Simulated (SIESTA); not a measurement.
# Ag under changes of volume

One of the cells (17.389 Å³/atom); the others are scaled copies at fixed shape and fractional positions:

```
CELL_PARAMETERS angstrom
0.00000 2.05628 2.05628
2.05628 0.00000 2.05628
2.05628 2.05628 0.00000
ATOMIC_POSITIONS crystal
Ag 0.00000 0.00000 0.00000
```

```yaml
Program: SIESTA 5.4.2
Functional: PBEsol
Potentials_or_basis: PseudoDojo 0.4 standard (PBEsol files)
Basis: DZP (energy shift 0.003 Ry; two zetas on semicore shells)
Grid_cutoff: 800 Ry
Energy_shift: 0.003 Ry
k_mesh: 11 × 11 × 11
Occupations: fermi-dirac, width 0.05 eV
Spin: no spin polarisation
```

```csv
volume (Å³/atom),energy over the lowest point (meV/atom),pressure (GPa)
16.025,10.81,5.6
16.366,2.38,2.5
16.707,0.00,-0.1
17.389,11.46,-4.6
17.730,?,?
18.071,38.74,-7.9
```

**Question.** What does the run at 17.730 Å³/atom give?

**Answer.** Energy over the lowest point 23.36 meV/atom; pressure -6.4 GPa.

Worked out: A Birch-Murnaghan fit of order 3 (a polynomial in V^(-2/3)) to the other rows has its minimum at 16.66 Å³/atom with B0 = V·E''(V) = 128 GPa and B' = 6.7. It gives 23.40 meV/atom at 17.730 Å³/atom, against the run's 23.36, and -dE/dV = -6.5 GPa, against -6.4.

Energies are extrapolated to zero smearing.

Caveats: short orbitals over semicore shells can move pressures by several GPa; the basis of atomic orbitals isn't converged, which shifts pressures, moduli and gaps.
